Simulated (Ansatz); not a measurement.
# The stack of H-CC-F chair under graphene, upper layer turned by 180° between two gates

Aim: screening and gap of the neutral stack of H-CC-F chair under graphene, upper layer turned by 180° between oppositely charged gates.

Program: Ansatz 0.2.0. Level of theory: plane-wave DFT, PBE-D3(BJ), Ansatz PAW. Results are calculated unless marked as measured.

Most raw output is cut from this account.

## (1) Starting point

The cell holds 6 atoms: 1 F, 4 C and 1 H. Its edges and angles: a = 2.487 Å, b = 2.487 Å, c = 42.432 Å, α = 90.0°, β = 90.0°, γ = 120.0°. Regions: layer 1: H-CC-F chair, 4 atoms (1 F, 2 C and 1 H); layer 2: graphene, 2 atoms (2 C). Vacuum lies along c.

Coordinates:

```cif
data_structure
_symmetry_space_group_name_H-M 'P 1'
_symmetry_Int_Tables_number 1
_cell_length_a 2.4875
_cell_length_b 2.4875
_cell_length_c 42.4317
_cell_angle_alpha 90.000
_cell_angle_beta 90.000
_cell_angle_gamma 120.000
_cell_volume 227.38
loop_
_atom_site_label
_atom_site_type_symbol
_atom_site_fract_x
_atom_site_fract_y
_atom_site_fract_z
_atom_site_occupancy
F1 F 0.66667 0.33333 0.43246 1
C2 C 0.66667 0.33333 0.46380 1
C3 C 0.33333 0.66667 0.47575 1
H4 H 0.33333 0.66667 0.50096 1
C5 C 0.66667 0.33333 0.56754 1
C6 C 0.00000 0.00000 0.56754 1
```

## (2) Relaxation

The starting cell is a guess, so the in-plane lattice and the atoms are relaxed first, with the slab cut off from its images along the normal.

Contents of input.yaml:

```yaml
crystal:
  lattice:
    - [2.4875, 0.0, 0.0]
    - [-1.24375, 2.1542381919, 0.0]
    - [0.0, 0.0, 42.4316666656]
  atoms:
    - { symbol: F, position: [0.6666666667, 0.3333333333, 0.4324600338] }
    - { symbol: C, position: [0.6666666667, 0.3333333333, 0.4638045485] }
    - { symbol: C, position: [0.3333333333, 0.6666666667, 0.475745316] }
    - { symbol: H, position: [0.3333333333, 0.6666666667, 0.5009623316] }
    - { symbol: C, position: [0.6666666667, 0.3333333333, 0.5675399662] }
    - { symbol: C, position: [0.0, 0.0, 0.5675399662] }
  periodic: [true, true, false]
kpoints:
  mp_grid: { grid: [18, 18, 1] }
hamiltonian:
  xc: pbe
  dispersion: d3bj
scf:
  occupations: { method: fermi_dirac, width: 0.05 }
  convergence: { dr2_threshold: 1.0e-09 }
relax:
  f_tol: 0.004
  max_steps: 90
  cell: {}
output:
  write_potential: true
  write_density: true
  volumetric_format: npy
```

Started as:

```console
$ ansatz run input.yaml --threads 4 --pin off --max-ram 6144MiB --backend cpu --events-out ev --progress --plain --runs-dir out
```

Wall time 28 s (4 threads of AMD EPYC 7R13 (Zen 3), shared host); peak memory 0.64 GiB.

Step by step:

```
step  energy less that of the first step (eV)  largest force component (eV/Å)  volume (Å³)
   1                                   0.0000                          1.8840       227.38
   2                                  -0.0552                          0.8991       229.92
   3                                  -0.0661                          0.1296       231.28
   4                                  -0.0674                          0.0353       231.10
   5                                  -0.0676                          0.0108       230.96
   6                                  -0.0677                          0.0013       230.93
  7*                                  -0.0718                          0.0013       230.93
   8                                  -0.0717                          0.0019       231.03
  9*                                  -0.0718                          0.0019       231.03
```

Relaxation steps marked * repeat the geometry before them on a plane-wave basis chosen anew for their cell, so energy and pressure can jump there.

Forces are held to the 6 operations that the run works with; a distortion that breaks them can't arise in this run.

```
cell as run  before  after  change
      a (Å)   2.487  2.507  +0.8 %
      b (Å)   2.487  2.507  +0.8 %
```

The atoms that moved most (Å, along periodic axes as changes of fractional coordinates times the final cell, across vacuum about the mean position):

```
atom     dx     dy      dz  length
  C6  0.000  0.000  -0.120   0.120
  C5  0.000  0.000  -0.120   0.120
  H4  0.000  0.000   0.083   0.083
  C2  0.000  0.000   0.075   0.075
  C3  0.000  0.000   0.051   0.051
  F1  0.000  0.000   0.031   0.031
```

The relaxed structure:

```cif
data_structure
_symmetry_space_group_name_H-M 'P 1'
_symmetry_Int_Tables_number 1
_cell_length_a 2.5074
_cell_length_b 2.5074
_cell_length_c 42.4317
_cell_angle_alpha 90.000
_cell_angle_beta 90.000
_cell_angle_gamma 120.000
_cell_volume 231.03
loop_
_atom_site_label
_atom_site_type_symbol
_atom_site_fract_x
_atom_site_fract_y
_atom_site_fract_z
_atom_site_occupancy
F1 F 0.66667 0.33333 0.43320 1
C2 C 0.66667 0.33333 0.46557 1
C3 C 0.33333 0.66667 0.47695 1
H4 H 0.33333 0.66667 0.50293 1
C5 C 0.66667 0.33333 0.56470 1
C6 C 0.00000 0.00000 0.56470 1
```

Numbers from this step:

| Item | Value |
| --- | --- |
| energy at zero smearing | -1827.5360 eV |

The lattice constant a goes from 2.487 to 2.507 Å.

## (3) Gated layer, displacement field 0, start network

The slab is cut off from its images along the normal. Two sheets of opposite charge stand for the gates, so the stack stays neutral in a displacement field; barriers ahead of the sheets keep electrons from leaking to them. The uncharged case sets the zero.

The cell differs from the one that the last finished run ended in (c 42.432 → 41.280 Å).

Contents of input.yaml:

```yaml
crystal:
  lattice:
    - [2.5074045609, 0.0, 0.0]
    - [-1.2537022804, 2.1714760473, 0.0]
    - [0.0, 0.0, 41.2798853424]
  atoms:
    - { symbol: F, position: [0.6666666667, 0.3333333333, 0.4324139918] }
    - { symbol: C, position: [0.6666666667, 0.3333333333, 0.4656925121] }
    - { symbol: C, position: [0.3333333333, 0.6666666667, 0.4773880806] }
    - { symbol: H, position: [0.3333333333, 0.6666666667, 0.5040859377] }
    - { symbol: C, position: [0.6666666667, 0.3333333333, 0.5675860082] }
    - { symbol: C, position: [0.0, 0.0, 0.5675858623] }
  periodic: [true, true, false]
  symmetry: { detect: true }
kpoints:
  mp_grid: { grid: [66, 66, 1] }
  band_path:
    path: [[0, 0, 0], [0.5, 0, 0], [0.33333333, 0.33333333, 0], [0, 0, 0]]
    npoints: 16
hamiltonian:
  xc: pbe
  dispersion: d3bj
scf:
  occupations: { method: fermi_dirac, width: 0.02585 }
  convergence: { dr2_threshold: 1.0e-10 }
output:
  forces: true
  eigenvalues: true
  dos: { projected: true, e_range: [-3, 3], de: 0.01 }
  write_potential: true
  write_density: true
  volumetric_format: npy
  elf: true
external_charges:
  - { charge: 0, barrier: 10, axis: 3, height: 25.93, sigma: 0.25 }
  - { charge: 0, barrier: 10, axis: 3, height: 15.35, sigma: 0.25 }
```

Run time: 48 s. Hardware: 4 threads; peak memory 1.6 GiB; 3.1 min of CPU time.

Numbers from this step:

```
energy at zero smearing                                                             : -1827.5178 eV
potential beyond the upper barrier and gate, less the barrier, from the Fermi level : 3.822 eV
```

Running mean over a fixed 2.7 Å (it still follows the layers) of the planar mean; beyond a gate it holds the 10 eV model barrier. Electron's electrostatic potential energy less the Fermi level against z:

```
z (Å)  electron's electrostatic potential energy less the Fermi level (eV)
    4                                                                 18.3
    5                                                                 18.3
    6                                                                 18.3
    7                                                                 18.3
    8                                                                 18.3
    9                                                                 18.3
   10                                                                 18.3
   11                                                                 18.3
   12                                                                 18.3
   13                                                                 18.3
   14                                                                 17.9
   15                                                                 14.6
   16                                                                 10.5
   17                                                                 3.97
   18                                                                -2.43
   19                                                                -8.98
   20                                                                -7.93
   21                                                                -1.61
   22                                                                -2.45
   23                                                                -7.77
   24                                                                -7.49
   25                                                                 1.81
   26                                                                 8.97
   27                                                                 12.7
   28                                                                 13.8
   29                                                                 13.8
   30                                                                 13.8
   31                                                                 13.8
   32                                                                 13.8
   33                                                                 13.8
   34                                                                 13.8
   35                                                                 13.8
   36                                                                 13.8
   37                                                                 13.8
```

The density of states has structure finer than the step of the table below, so its rows give means over 0.2 eV, whole bins alone (the curve runs from -3 to 2 eV). Peaks (eV: height): -2.58: 2.97, -2.41: 1.91, -2.19: 2.13, -1.61: 2.82, 1.19: 1.04.

Density of states against energy, zero at the Fermi level; means over each step:

energy (eV), density of states (states/eV a cell) and a bar:
```
     -2.8       1.46 ######################
     -2.6       1.91 ##############################
     -2.4       1.51 #######################
     -2.2       1.63 #########################
     -2.0       1.52 #######################
     -1.8       1.60 #########################
     -1.6       1.94 ##############################
     -1.4       1.24 ###################
     -1.2       0.92 ##############
     -1.0       0.73 ##########
     -0.8       0.58 ########
     -0.6       0.47 ######
     -0.4       0.41 #####
     -0.2       0.38 #####
      0.0       0.29 ###
      0.2       0.09 
      0.4       0.13 #
      0.6       0.17 #
      0.8       0.24 ##
      1.0       0.36 ####
      1.2       0.68 ##########
      1.4       0.47 ######
      1.6       0.38 #####
      1.8       0.34 ####
```

Projected DOS per atom over height of the atomic layer and energy from the Fermi level. Layers: F C C H C2 from below.

Values in states/eV, 22 rows by 5 columns, each cell a mean:
```
0.00 0.00 0.00 0.00 0.16
0.00 0.00 0.00 0.00 0.18
0.00 0.00 0.00 0.00 0.22
0.00 0.00 0.00 0.00 0.32
0.00 0.00 0.00 0.00 0.16
0.00 0.00 0.00 0.00 0.11
0.00 0.00 0.00 0.00 0.08
0.00 0.00 0.00 0.00 0.05
0.04 0.03 0.05 0.00 0.04
0.13 0.08 0.13 0.00 0.02
0.17 0.08 0.14 0.00 0.00
0.23 0.08 0.16 0.00 0.01
0.31 0.09 0.17 0.00 0.02
0.43 0.09 0.20 0.00 0.04
0.62 0.10 0.23 0.00 0.05
1.11 0.13 0.32 0.00 0.07
1.13 0.10 0.29 0.00 0.09
1.00 0.06 0.22 0.01 0.11
1.03 0.05 0.21 0.03 0.15
0.89 0.04 0.18 0.04 0.15
0.91 0.05 0.19 0.07 0.28
0.75 0.05 0.16 0.06 0.28
```
Columns: height of the atomic layer (Å) from 17.9 to 23.4 (not evenly spaced); rows upwards: energy from the Fermi level (eV) from -2.98 to 1.97.

The electronic bands at the labelled points (eV, zero at the Fermi level):

```
  point  band 9  band 10  band 11  band 12  band 13  band 14  band 15  band 16
      Γ   -2.99    -2.99     0.05     0.05     3.66     6.24     7.55     7.55
halfway   -4.72    -4.11    -2.50    -1.04     5.28     6.43     6.97     7.22
      M   -5.12    -3.38    -2.75    -1.61     1.18     6.37     6.43     7.21
halfway   -5.85    -3.38    -2.28    -2.18     0.94     7.02     8.82     9.10
      K   -6.08    -3.56    -2.65    -0.49    -0.49     8.11     8.46     9.03
halfway   -5.47    -4.49    -2.58    -1.68     5.61     5.85     7.79     8.82
      Γ   -2.99    -2.99     0.05     0.05     3.66     6.24     7.55     7.55
```

Valence density in the ca plane at fractional y = 0.333, with atoms of F and C within 0.2 Å of it. It is the smooth field of the valence electrons, not physical close to the nuclei.

Ten steps, logarithmic in the rise over the least value, from '0' (0 e/Å³) to '9' (10 e/Å³), each cell a mean:
```
00000000000001466445542110002355531000000000
00000000000002699656642100002456531000000000
00000000000003799766642100012456531000000000
00000000000002688656642100002456531000000000
00000000000001355445543210002355431000000000
00000000000000122224443211001344421000000000
00000000000000111123443221001344421000000000
00000000000000233234443211001345421000000000
```
Columns run along c (16.0 Å, from fractional 0.30 to 0.68 of the cell), rows up along a (2.5 Å). Atoms in or near the plane, at fractional coordinates: F at (0.43, 0.67), C at (0.47, 0.67), C at (0.57, 0.67).

ELF in the ca plane at fractional y = 0.333, with atoms of F and C within 0.2 Å of it. It is the smooth field of the valence electrons, not physical close to the nuclei.

Ten even steps from '0' (0.00) to '9' (0.83), each cell a mean:
```
00000000000000000269985599621100368998631000
00000000000000000279887446410000477457641000
00000000000000000379678404410000476127741000
00000000000000000279987557510000377668631000
00000000000000000158974599633200268998520000
00000000000000000013321488557610147776410000
00000000000000000000000367568720146665310000
00000000000000000024531488656510157887420000
```
Columns run along c (16.0 Å, from fractional 0.26 to 0.64 of the cell), rows up along a (2.5 Å). Atoms in or near the plane, at fractional coordinates: F at (0.43, 0.67), C at (0.47, 0.67), C at (0.57, 0.67).

Electrostatic potential energy in the ca plane at fractional y = 0.333, with atoms of F and C within 0.2 Å of it. With pseudopotentials it is smooth inside the atoms' cores, unlike the true potential.

Ten even steps from '0' (-53 eV) to '9' (12 eV), each cell a mean:
```
99999999999999888886456435677777775336777789
99999999999999888873113101677777763004777789
99999999999999888871002000577777762003777789
99999999999999888873124102677777763015777789
99999999999999888887566545677777776446777789
99999999999999888888877765677777776556777789
99999999999999888888877765677777776556777789
99999999999999888888877666677777776556777789
```
Columns run along c (16.0 Å, from fractional 0.26 to 0.64 of the cell; values clipped at the 3rd and 97th percentile), rows up along a (2.5 Å). Atoms in or near the plane, at fractional coordinates: F at (0.43, 0.67), C at (0.47, 0.67), C at (0.57, 0.67).

There is no gap.

## (4) Gated layer, displacement field 0.905 V/nm

input.yaml: that of step 3 with these lines changed.

```diff
@@ -28,3 +28,2 @@
   eigenvalues: true
-  dos: { projected: true, e_range: [-3, 3], de: 0.01 }
   write_potential: true
@@ -32,5 +31,6 @@
   volumetric_format: npy
-  elf: true
 external_charges:
   - { charge: 0, barrier: 10, axis: 3, height: 25.93, sigma: 0.25 }
+  - { charge: -0.002722, axis: 3, height: 27.43, sigma: 0.33 }
   - { charge: 0, barrier: 10, axis: 3, height: 15.35, sigma: 0.25 }
+  - { charge: 0.002722, axis: 3, height: 13.85, sigma: 0.33 }
```

The job ended after 60 s (4 threads; peak memory 1.6 GiB).

This step gave:

```yaml
energy_at_zero_smearing: -1827.5291 eV
potential_beyond_the_upper_barrier_and_gate_less_the_barrier_from_the_fermi_level: 4.119 eV
```

The electronic bands at the labelled points (eV, zero at the Fermi level):

```
  point  band 9  band 10  band 11  band 12  band 13  band 14  band 15  band 16
      Γ   -3.00    -3.00     0.04     0.04     3.68     6.31     7.58     7.58
halfway   -4.73    -4.12    -2.52    -1.05     5.30     6.46     6.99     7.24
      M   -5.12    -3.39    -2.72    -1.63     1.21     6.36     6.46     7.21
halfway   -5.86    -3.39    -2.29    -2.15     0.97     7.01     8.84     9.11
      K   -6.09    -3.58    -2.66    -0.46    -0.46     8.10     8.46     9.05
halfway   -5.46    -4.50    -2.60    -1.70     5.63     5.87     7.79     8.89
      Γ   -3.00    -3.00     0.04     0.04     3.68     6.31     7.58     7.58
```

There is no gap.

Of the bands kept, 3 cross the Fermi level on this path.

## (5) Gated layer, displacement field 1.81 V/nm

input.yaml: that of step 4 with these lines changed.

```diff
@@ -33,4 +33,4 @@
   - { charge: 0, barrier: 10, axis: 3, height: 25.93, sigma: 0.25 }
-  - { charge: -0.002722, axis: 3, height: 27.43, sigma: 0.33 }
+  - { charge: -0.005445, axis: 3, height: 27.43, sigma: 0.33 }
   - { charge: 0, barrier: 10, axis: 3, height: 15.35, sigma: 0.25 }
-  - { charge: 0.002722, axis: 3, height: 13.85, sigma: 0.33 }
+  - { charge: 0.005445, axis: 3, height: 13.85, sigma: 0.33 }
```

Run time: 60 s. Hardware: 4 threads; peak memory 1.6 GiB.

The electronic bands at the labelled points (eV, zero at the Fermi level):

```
  point  band 9  band 10  band 11  band 12  band 13  band 14  band 15  band 16
      Γ   -3.02    -3.02     0.03     0.03     3.69     6.38     7.60     7.60
halfway   -4.74    -4.13    -2.54    -1.07     5.31     6.49     7.00     7.26
      M   -5.13    -3.41    -2.70    -1.65     1.24     6.36     6.48     7.21
halfway   -5.88    -3.41    -2.31    -2.12     0.99     7.01     8.85     9.13
      K   -6.09    -3.60    -2.68    -0.43    -0.43     8.09     8.46     9.07
halfway   -5.45    -4.51    -2.62    -1.72     5.66     5.88     7.79     8.95
      Γ   -3.02    -3.02     0.03     0.03     3.69     6.38     7.60     7.60
```

There is no gap.

Of the bands kept, 3 cross the Fermi level on this path.

## (6) Gated layer, displacement field 2.71 V/nm

input.yaml: that of step 5 with these lines changed.

```diff
@@ -33,4 +33,4 @@
   - { charge: 0, barrier: 10, axis: 3, height: 25.93, sigma: 0.25 }
-  - { charge: -0.005445, axis: 3, height: 27.43, sigma: 0.33 }
+  - { charge: -0.008167, axis: 3, height: 27.43, sigma: 0.33 }
   - { charge: 0, barrier: 10, axis: 3, height: 15.35, sigma: 0.25 }
-  - { charge: 0.005445, axis: 3, height: 13.85, sigma: 0.33 }
+  - { charge: 0.008167, axis: 3, height: 13.85, sigma: 0.33 }
```

Elapsed: 51 s, on 4 threads; peak memory 1.6 GiB.

The electronic bands at the labelled points (eV, zero at the Fermi level):

```
  point  band 9  band 10  band 11  band 12  band 13  band 14  band 15  band 16
      Γ   -3.04    -3.04     0.02     0.02     3.70     6.45     7.63     7.63
halfway   -4.75    -4.14    -2.56    -1.08     5.32     6.52     7.00     7.28
      M   -5.14    -3.42    -2.67    -1.66     1.27     6.36     6.51     7.21
halfway   -5.89    -3.43    -2.33    -2.09     1.02     7.01     8.87     9.14
      K   -6.10    -3.63    -2.70    -0.40    -0.40     8.09     8.46     9.08
halfway   -5.44    -4.51    -2.63    -1.74     5.69     5.89     7.78     9.02
      Γ   -3.04    -3.04     0.02     0.02     3.70     6.45     7.63     7.63
```

There is no gap.

Of the bands kept, 3 cross the Fermi level on this path.

## (7) Gated layer, displacement field 3.62 V/nm

input.yaml: that of step 6 with these lines changed.

```diff
@@ -28,2 +28,3 @@
   eigenvalues: true
+  dos: { projected: true, e_range: [-3, 3], de: 0.01 }
   write_potential: true
@@ -31,6 +32,7 @@
   volumetric_format: npy
+  elf: true
 external_charges:
   - { charge: 0, barrier: 10, axis: 3, height: 25.93, sigma: 0.25 }
-  - { charge: -0.008167, axis: 3, height: 27.43, sigma: 0.33 }
+  - { charge: -0.01089, axis: 3, height: 27.43, sigma: 0.33 }
   - { charge: 0, barrier: 10, axis: 3, height: 15.35, sigma: 0.25 }
-  - { charge: 0.008167, axis: 3, height: 13.85, sigma: 0.33 }
+  - { charge: 0.01089, axis: 3, height: 13.85, sigma: 0.33 }
```

Elapsed: 55 s, on 4 threads; peak memory 1.6 GiB; 3.6 min of CPU time.

There is no gap.

(Part 1 of 2 ends here.)

[Logs are printed without paths, hosts, clocks, repeated set-up lines and the standing remarks that a program may print on its own settings, such as how far it seeks lower states.]

[Hosts, paths, dates, database ids (printed as entryN), source tags and the programs' standing remarks are cut or masked in the printed files.]

[Maps of the electrostatic potential energy from Ansatz leave out the sawtooth potential of an applied field or a dipole correction, so their vacuum need not be flat; planar profiles and work functions include it.]

[The density of states shown here was stored with 400 of the rows of the run's finer table, so its peaks can read low, often by over a quarter, or be missed, and its means over a window can be off by a tenth or more.]
